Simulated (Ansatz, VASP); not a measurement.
**One calculation of MgO (Periclase), two programs**

The input POSCAR:

```
MgO
1.0
    0.0000000000      2.0809329058      2.0809329058
    2.0809329058      0.0000000000      2.0809329058
    2.0809329058      2.0809329058      0.0000000000
Mg O
1 1
Direct
    0.0000000000      0.0000000000      0.0000000000
    0.5000000000      0.5000000000      0.5000000000
```

File INCAR.step1:

```
SYSTEM = MgO
PREC = Accurate ; ENCUT = 520
ISMEAR = 0 ; SIGMA = 0.02
LREAL = .FALSE. ; LASPH = .TRUE.
NELM = 60 ; NBANDS = 11
GGA = PE ; ALGO = Normal
EDIFF = 1E-4 ; LWAVE = .TRUE.
LCHARG = .FALSE.
```

File INCAR.step2:

```
SYSTEM = MgO
PREC = Accurate ; ENCUT = 520
EDIFF = 1E-6 ; ISMEAR = 0
SIGMA = 0.02 ; LREAL = .FALSE.
LASPH = .TRUE. ; NELM = 60
ALGO = Normal ; ISIF = 2
LWAVE = .FALSE. ; LCHARG = .TRUE.
METAGGA = R2SCAN ; LMIXTAU = .TRUE.
LELF = .TRUE. ; LVHAR = .TRUE.
NBANDS = 11 ; ISTART = 1
```

Contents of KPOINTS:

```
Automatic mesh
0
G
  10 10 10
  0 0 0
```

Input for Ansatz:

```yaml
crystal:
  lattice:
    - [0.0, 2.0809329058, 2.0809329058]
    - [2.0809329058, 0.0, 2.0809329058]
    - [2.0809329058, 2.0809329058, 0.0]
  atoms:
    - { symbol: Mg, position: [0.0, 0.0, 0.0] }
    - { symbol: O, position: [0.5, 0.5, 0.5] }
basis:
  ecutwfc: 500
kpoints:
  mp_grid: { grid: [10, 10, 10] }
hamiltonian:
  xc: r2scan
scf:
  occupations: { method: gaussian, width: 0.02 }
output:
  forces: true
  stress: true
  eigenvalues: true
  write_density: true
  write_potential: true
  elf: true
  volumetric_format: npy
```

Alike in both runs: task single point; functional r2SCAN; k mesh 10 × 10 × 10; occupations gaussian, width 0.02 eV; no spin polarisation.

|  | VASP | Ansatz |
| --- | --- | --- |
| version | VASP 6.6.1 | Ansatz 0.2.0 |
| potentials or method | VASP PAW PBE potentials, release 64 (Mg, O) | scalar-relativistic, plane waves, PAW |
| plane-wave cutoff (eV) | 520 | 500 |
| valence electrons in the cell | 8 | 16 |

```csv
,VASP,Ansatz,Ansatz less VASP
gap on the k mesh at the Fermi level (eV),5.98,6.00,+0.025
least direct gap on the mesh (eV),5.98,6.00,+0.025
pressure (GPa),4.3,5.4,+1.16
```

The two sets of potentials don't hold the same shells in valence.

Caveats: the PAW data sets were made with another functional, which shifts forces and pressure a little (VASP). r2SCAN opens gaps a little over a GGA but as a rule still falls short of measured ones.
